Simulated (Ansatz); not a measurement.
LiCl, NiAs type, relaxed with r2SCAN: 9 runs in the PAW code Ansatz, each a construction of maximally localised Wannier functions. The symmetry is P6_3/mmc (No. 194, hexagonal); a = 3.575 Å, c = 6.024 Å in the conventional setting, 16.67 Å³ an atom. Around Li lie 6 Cl at 2.56 Å; around Cl lie 6 Li at 2.56 Å. Computed, not measured; no magnetism was allowed, and whether the structure is a known phase isn't checked.

```
CELL_PARAMETERS angstrom
3.57495 0.00000 0.00000
-1.78747 3.09600 0.00000
0.00000 0.00000 6.02408
ATOMIC_POSITIONS crystal
Li 0.00000 0.00000 0.00000
Li 0.00000 0.00000 0.50000
Cl 0.33333 0.66667 0.25000
Cl 0.66667 0.33333 0.75000
```

Windows count from the top of the filled bands; a dash means that no such window was set (without an outer window there is no disentanglement). Rows marked drawn have settings drawn at random (some not listed).

| functional | SCF mesh | trial orbitals | functions | mesh | window (eV) | frozen (eV) | settings | Ω total (Å²) | Ω invariant (Å²) | largest spread (Å²) | least projectability | interpolation miss of the model's filled bands (eV, to the nearest computed level) |
| --- | --- | --- | --- | --- | --- | --- | --- | --- | --- | --- | --- | --- |
| PBE | 6×6×4 | Cl s, Cl p | 8 | 6×6×4 | – | – | chosen | 8.00 | 6.52 | 1.03 | 0.97 | 0.005 |
| PBE | 6×6×4 | Cl s, Cl p | 8 | 6×6×2 | – | – | chosen | 7.85 | 6.37 | 1.02 | 0.97 | 0.031 |
| PBE | 6×6×4 | Cl s, Cl p | 8 | 12×12×4 | – | – | chosen | 8.14 | 6.65 | 1.05 | 0.97 | 0.001 |
| PBE | 6×6×4 | Cl p | 6 | 6×6×4 | – | – | chosen | 8.04 | 8.02 | 1.35 | 0.96 | 0.004 |
| r2SCAN | 6×6×4 | Cl s, Cl p | 8 | 6×6×4 | – | – | chosen | 7.86 | 6.36 | 1.01 | 0.98 | 0.004 |
| r2SCAN | 6×6×4 | Cl p | 6 | 6×6×4 | – | – | chosen | 7.89 | 7.87 | 1.33 | 0.96 | 0.004 |
| HSE06 | 6×6×4 | Cl s, Cl p | 8 | 6×6×4 | – | – | chosen | 7.85 | 6.36 | 1.01 | 0.98 | – |
| PBE | 6×6×4 | Cl s, Cl p (loose tolerance) | 8 | 6×6×4 | – | – | drawn | 8.00 | 6.52 | 1.03 | 0.97 | 0.005 |
| PBE | 6×6×4 | Cl p | 6 | 3×3×3 | – | – | drawn | 7.42 | 7.37 | 1.30 | 0.96 | 0.131 |

For Cl s, Cl p with PBE the spread goes 7.85 Å² (6×6×2), 8.00 Å² (6×6×4), 8.14 Å² (12×12×4): finite differences on a coarse mesh understate it.
